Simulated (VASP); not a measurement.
# EuS: DFT+U ground state, by Hubbard U and LDAUTYPE

EuS, Fm-3m (no. 225), 4 atoms in the cell.

| Hubbard U (eV) | LDAUTYPE | Hund's J (eV) | Form of DFT+U | Gap (eV) | Largest site moment (muB) | Time (s) |
|---|---|---|---|---|---|---|
| Eu shell f, U 5.5 | 1 | 0.5 | Liechtenstein, U + J and J | 0.67 | 6.71 | 81 |
| Eu shell f, U 5 | 1 | – | Liechtenstein, J = 0 | 0.68 | 6.71 | 78 |
| Eu shell f, U 5.5 | 2 | 0.5 | Dudarev, U + J and J | 0.68 | 6.71 | 78 |
| Eu shell f, U 5 | 2 | – | Dudarev, U alone | 0.68 | 6.71 | 80 |
| Eu shell f, U 5, S shell p, U 2 | 2 | – | Dudarev, U on the anion p shell too | 0.66 | 6.71 | 92 |
| Eu shell f, U 5.5 | 4 | 0.5 | type 4, U + J and J | 0.66 | 6.78 | 78 |
| – | – | – | none | 0.00 | 6.56 | 78 |

Limits: The cell is the same for all forms and was relaxed for none; total energies under different U or different forms can't be compared; magnetic orders weren't compared, so this needn't be the magnetic ground state.

## Input of the first row

INCAR:
```
SYSTEM = EuS
ALGO = Normal
AMIX = 0.2
AMIX_MAG = 0.8
BMIX = 1E-4
BMIX_MAG = 1E-4
EDIFF = 1E-6
ENCUT = 520
GGA = PE
ISIF = 2
ISMEAR = 0
ISPIN = 2
LASPH = .TRUE.
LCHARG = .FALSE.
LDAU = .TRUE.
LDAUJ = 0.5 0
LDAUL = 3 -1
LDAUPRINT = 1
LDAUTYPE = 1
LDAUU = 5.5 0
LMAXMIX = 6
LORBIT = 11
LREAL = .FALSE.
LWAVE = .FALSE.
MAGMOM = 8 -8 0 0
NELM = 200
PREC = Accurate
SIGMA = 0.05
```

KPOINTS:
```
k-points
0
Gamma
  7 7 7
```

POSCAR:
```
EuS
1.0
    0.0000000000      2.9785000000      2.9785000000
    2.9785000000      0.0000000000      2.9785000000
    5.9570000000      2.9785000000     -2.9785000000
Eu S
2 2
Direct
    0.0000000000      0.0000000000      0.0000000000
    0.5000000000      0.0000000000      0.5000000000
    0.7500000000      0.5000000000      0.2500000000
    0.2500000000      0.5000000000      0.7500000000
```

Commands:
```
cat potpaw_PBE.64/Eu/POTCAR potpaw_PBE.64/S/POTCAR > POTCAR
mpirun -np 4 vasp_std > vasp.out
```

Changes of the last row against the first:
```
- LDAU = True
- LDAUTYPE = 1
- LDAUL = 3 -1
- LDAUU = 5.5 0
- LDAUJ = 0.5 0
- LDAUPRINT = 1
```

VASP 6.6.1 took 81 s on 4 cores (Intel Xeon Platinum 8559C (Emerald Rapids)), a shared host.
